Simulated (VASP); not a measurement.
**A VASP 6.6.1 single-point calculation on Ge**

INCAR

```
EDIFF = 1E-7
LCHARG = .FALSE.
ISMEAR = -1
SIGMA = 0.02
NELM = 65
LWAVE = .FALSE.
MAGMOM = 1
NSW = 0
LASPH = .TRUE.
NBANDS = 21
PREC = Accurate
GGA = PE
ENCUT = 520
ISPIN = 2
ISIF = 2
IBRION = -1
LREAL = .FALSE.
```

KPOINTS

```
KPOINTS created by Atomic Simulation Environment
0
Gamma
8 8 8
0 0 0
```

POSCAR

```
Ge
 1.0000000000000000
    -0.0000000000000000    2.8368735120893840    2.8368735120893840
     2.8368735120893840    0.0000000000000000    2.8368735120893840
     2.8368735120893840    2.8368735120893840   -0.0000000000000000
 Ge
   2
Cartesian
  0.0000000000000000 -0.0000000000000000 -0.0000000000000000
  1.4184367560446920  1.4184367560446920  1.4184367560446920
```

The recommended PBE PAW datasets give the neutral cell 28 valence electrons.

Command

```
mpirun -np 1 vasp_std
```

Standard output (part)

```
POSCAR found type information on POSCAR Ge
 POSCAR found :  1 types and       2 ions
|     EEEEEEE  RRRRRR   RRRRRR   OOOOOOO  RRRRRR      ###     ###     ###     |
|     E        R     R  R     R  O     O  R     R     ###     ###     ###     |
|     E        R     R  R     R  O     O  R     R     ###     ###     ###     |
|     EEEEE    RRRRRR   RRRRRR   O     O  RRRRRR       #       #       #      |
|     E        R    R   R    R   O     O  R    R      ###     ###     ###     |
|     EEEEEEE  R     R  R     R  OOOOOOO  R     R     ###     ###     ###     |
|     ERROR: You have set 1 value(s) for MAGMOM; however for                  |
|     spin-polarized calculations (ISPIN=2), MAGMOM has to be a list of       |
|     NIONS values. NIONS=2 in your calculation.                              |
|       ---->  I REFUSE TO CONTINUE WITH THIS SICK JOB ... BYE!!! <----       |
```

VASP stopped before the first electronic step.

Why shouldn't this run be trusted?

Too few starting moments. VASP stopped before the first electronic step.
